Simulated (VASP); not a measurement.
# Sc (I4/mmm) in VASP: a series of runs, part 2 of 3

VASP 6.6.1.

## (4) Hyperfine couplings, revTPSS, collinear spin, ferromagnetic start

INCAR reads:

```
SYSTEM = Sc
PREC = Accurate
ENCUT = 550
EDIFF = 1E-7
ISMEAR = 1
SIGMA = 0.1
LREAL = .FALSE.
LASPH = .TRUE.
NELM = 60
ALGO = Normal
ISIF = 2
LWAVE = .FALSE.
LCHARG = .FALSE.
ISPIN = 2
MAGMOM = 0.5
LORBIT = 11
LMAXMIX = 4
METAGGA = RTPSS
LMIXTAU = .TRUE.
LHYPERFINE = .TRUE.
```

KPOINTS reads:

```
regular mesh
0
G
  10 10 10
  0 0 0
```

POSCAR reads:

```
Sc
1.0
   -1.9172054859      1.9172054859      1.7176030000
    1.9172054859     -1.9172054859      1.7176030000
    1.9172054859      1.9172054859     -1.7176030000
Sc
1
Direct
    0.0000000000      0.0000000000      0.0000000000
```

Potentials or basis: VASP PAW PBE potentials, release 64 (Sc_sv_GW).

On the command line:

```console
$ cat potpaw_PBE.64/Sc_sv_GW/POTCAR > POTCAR
$ mpirun -np 1 vasp_std > vasp.out
```

OUTCAR:

```text
SYSTEM = Sc
   PREC = Accurate
   ENCUT = 550
   EDIFF = 1E-7
   ISMEAR = 1
   LREAL = .FALSE.
   LASPH = .TRUE.
   NELM = 60
   ISIF = 2
   ISPIN = 2
   LORBIT = 11
   METAGGA = RTPSS

 ion  position               nearest neighbor table
   1  0.000  0.000  0.000-

  LATTYP: Found a body centered tetragonal cell.
 ALAT       =     3.8344109718
 C/A-ratio  =     0.8958888406

  Lattice vectors:

 A1 = (  -1.9172054859,   1.9172054859,   1.7176030000)
 A2 = (   1.9172054859,  -1.9172054859,   1.7176030000)
 A3 = (   1.9172054859,   1.9172054859,  -1.7176030000)

Analysis of symmetry for initial positions (statically):
=====================================================================
 Subroutine PRICEL returns:
 Original cell was already a primitive cell.

 Routine SETGRP: Setting up the symmetry group for a
 body centered tetragonal supercell.

 Subroutine GETGRP returns: Found 16 space group operations
 (whereof 16 operations were pure point group operations)
 out of a pool of 16 trial point group operations.

The static configuration has the point symmetry D_4h.

Analysis of symmetry for dynamics (positions and initial velocities):
[... 791 lines left out ...]
  volume of cell :       25.25
      direct lattice vectors                 reciprocal lattice vectors
    -1.917205486  1.917205486  1.717603000     0.000000000  0.260796249  0.291103357
     1.917205486 -1.917205486  1.717603000     0.260796249  0.000000000  0.291103357
     1.917205486  1.917205486 -1.717603000     0.260796249  0.260796249  0.000000000

  length of vectors
     3.209597142  3.209597142  3.209597142     0.390839927  0.390839927  0.368821593

 FORCES acting on ions
    electron-ion (+dipol)            ewald-force                    non-local-force                 convergence-correction
 -----------------------------------------------------------------------------------------------
   0.110E-12 0.737E-13 0.133E-12   0.234E-15 0.207E-14 0.197E-14   0.000E+00 -.199E-22 0.199E-22   0.117E-13 -.707E-13 -.276E-13
 -----------------------------------------------------------------------------------------------
   0.110E-12 0.736E-13 0.133E-12   0.234E-15 0.207E-14 0.197E-14   0.000E+00 -.199E-22 0.199E-22   0.117E-13 -.707E-13 -.276E-13

 POSITION                                       TOTAL-FORCE (eV/Angst)
 -----------------------------------------------------------------------------------
      0.00000      0.00000      0.00000         0.000000      0.000000      0.000000
 -----------------------------------------------------------------------------------
    total drift:                                0.000000      0.000000      0.000000

--------------------------------------------------------------------------------------------------------

  FREE ENERGIE OF THE ION-ELECTRON SYSTEM (eV)
  ---------------------------------------------------
  free  energy   TOTEN  =        -8.5616410950 eV

  energy  without entropy=       -8.5615317247  energy(sigma->0) =       -8.56160464

--------------------------------------------------------------------------------------------------------

 Total magnetic moment S=     1.0000000

 Fermi contact (isotropic) hyperfine coupling parameter (MHz)
 -------------------------------------------------------------
  ion      A_pw      A_1PS     A_1AE     A_1c      A_tot
 -------------------------------------------------------------
   1       0.001     0.001     0.008    -0.001     0.008
 -------------------------------------------------------------

 Dipolar hyperfine coupling parameters (MHz)
 ---------------------------------------------------------------------
  ion      A_xx      A_yy      A_zz      A_xy      A_xz      A_yz
 ---------------------------------------------------------------------
   1      -0.000    -0.000     0.001    -0.000    -0.000    -0.000
 ---------------------------------------------------------------------

 Total hyperfine coupling parameters after diagonalization (MHz)
 (convention: |A_zz| > |A_xx| > |A_yy|)
 ----------------------------------------------------------------------
  ion      A_xx      A_yy      A_zz     asymmetry (A_yy - A_xx)/ A_zz
 ----------------------------------------------------------------------
   1       0.008     0.008     0.009      -0.003
 ---------------------------------------------------------------------

--------------------------------------------------------------------------------------------------------

 total charge

# of ion       s       p       d       f       tot
--------------------------------------------------
    1        2.081   5.786   0.681   0.001   8.548

 magnetization (x)

# of ion       s       p       d       f       tot
--------------------------------------------------
    1       -0.000  -0.000  -0.000  -0.000  -0.000

=======================================================================
```

Run time: 8.9 min. Hardware: 1 thread of Intel Xeon 6975P-C (Granite Rapids), shared host; peak memory 0.24 GiB.

What came out:

```
Free energy                                           : -8.5616 eV
Pressure                                              : -2.4 GPa
Band gap on the k mesh                                : none (metal or under the smearing width)
Net moment                                            : 0.00 μB per cell
Valence electrons inside the program's atomic spheres : Sc 8.55
```

Levels at points of the mesh, in eV from the Fermi level:
Spin up:
```
           k point  band 2  band 3  band 4  band 5  band 6  band 7  band 8  band 9
(0.00, 0.00, 0.00)  -28.51  -28.51  -28.48   -5.24    1.09    1.81    1.81    2.43
(0.50, 0.00, 0.00)  -28.85  -28.63  -28.52   -1.70    0.11    0.55    2.85    3.58
(0.50, 0.50, 0.00)  -28.87  -28.58  -28.50   -1.84   -0.03    0.93    2.34    2.98
(0.50, 0.50, 0.50)  -28.78  -28.78  -28.68   -1.28   -1.05    3.90    3.90    4.03
```
Spin down:
```csv
k point,band 1,band 2,band 3,band 4,band 5,band 6,band 7,band 8,band 9
"(0.00, 0.00, 0.00)",-50.69,-28.51,-28.51,-28.48,-5.24,1.09,1.81,1.81,2.43
"(0.50, 0.00, 0.00)",-50.64,-28.86,-28.63,-28.52,-1.70,0.11,0.55,2.85,3.58
"(0.50, 0.50, 0.00)",-50.64,-28.87,-28.58,-28.50,-1.84,-0.03,0.93,2.34,2.98
"(0.50, 0.50, 0.50)",-50.60,-28.78,-28.78,-28.68,-1.28,-1.05,3.90,3.90,4.03
```

Hyperfine coupling, principal values (MHz):
```csv
atom,values
1 Sc,"0.0, 0.0, 0.0"
```

Caveat: the PAW data sets were made with another functional, which shifts forces and pressure a little.

## (5) Density of states, optB88-vdW

run.py reads:

```python
from ase.calculators.vasp import Vasp
from ase.dft.dos import DOS
from ase.spacegroup import crystal

atoms = crystal(
    ['Sc'],
    basis=[[0.0, 0.0, 0.0]],
    spacegroup=139,
    setting=1,
    cellpar=[3.83441097, 3.83441097, 3.435206, 90.0, 90.0, 90.0],
    primitive_cell=True,
)
calc = Vasp(
    directory='calc',
    xc='optb88-vdw',
    pp='PBE',
    setups='recommended',
    prec='Accurate',
    encut=520,
    ediff=1e-07,
    ismear=-5,
    sigma=0.05,
    lreal=False,
    lasph=True,
    nelm=80,
    algo='Normal',
    isif=2,
    lwave=False,
    lcharg=False,
    lmaxmix=4,
    lorbit=11,
    kpts=[10, 10, 10],
    gamma=True,
)
atoms.calc = calc

print('energy (eV):', atoms.get_potential_energy())
print('free energy (eV):', atoms.get_potential_energy(force_consistent=True))
print('forces (eV/A):')
print(atoms.get_forces())
print('stress (eV/A^3, Voigt):', atoms.get_stress())
print('Fermi level (eV):', calc.get_fermi_level())
dos = DOS(calc, width=0.1, window=(-10, 10), npts=301)
print('E - E_F (eV), DOS (1/eV)')
for e, g in zip(dos.get_energies(), dos.get_dos()):
    print(f'{e:8.3f} {g:10.4f}')
```

Potentials or basis: VASP PAW PBE potentials, release 64 (Sc_sv).

On the command line:

```console
$ python run.py
```

It took 29 s on 1 thread of Intel Xeon 6975P-C (Granite Rapids), shared host; peak memory 0.27 GiB.

It converged, with:

```
Free energy                                           : -3.3535 eV
Pressure                                              : -2.5 GPa
Band gap on the k mesh                                : none (metal or under the smearing width)
Valence electrons inside the program's atomic spheres : Sc 9.38
```

Stress tensor (GPa, compression positive):
```
-2.72  0.00  0.00
 0.00 -2.72  0.00
 0.00  0.00 -1.98
```

Levels at points of the mesh, in eV from the Fermi level:
```csv
k point,band 2,band 3,band 4,band 5,band 6,band 7,band 8,band 9
"(0.00, 0.00, 0.00)",-28.09,-28.09,-28.06,-5.13,0.97,1.64,1.64,2.24
"(0.50, 0.00, 0.00)",-28.44,-28.21,-28.10,-1.69,0.03,0.70,2.64,3.35
"(0.50, 0.50, 0.00)",-28.45,-28.15,-28.08,-1.83,0.13,0.81,2.16,2.76
"(0.50, 0.50, 0.50)",-28.36,-28.36,-28.26,-1.32,-1.10,3.64,3.64,3.77
```

States per cell in windows of 1 eV (zero at the Fermi level; states under -8 eV left out):
```csv
from (eV),total,Sc1_d,Sc1_p,Sc1_s
-8.0,0.00,0.00,0.00,0.00
-7.0,0.00,0.00,0.00,0.00
-6.0,0.00,0.00,0.00,0.00
-5.0,0.11,0.00,0.00,0.03
-4.0,0.22,0.01,0.01,0.05
-3.0,0.39,0.05,0.03,0.07
-2.0,0.92,0.29,0.05,0.10
-1.0,1.23,0.60,0.07,0.02
0.0,2.53,1.54,0.13,0.01
1.0,0.93,0.71,0.02,0.00
2.0,3.20,2.74,0.03,0.02
3.0,0.89,0.79,0.01,0.01
4.0,0.00,0.00,0.00,0.00
5.0,0.00,0.00,0.00,0.00
```

Caveat: the PAW data sets were made with another functional, which shifts forces and pressure a little.

(Continued in part 3 of 3.)
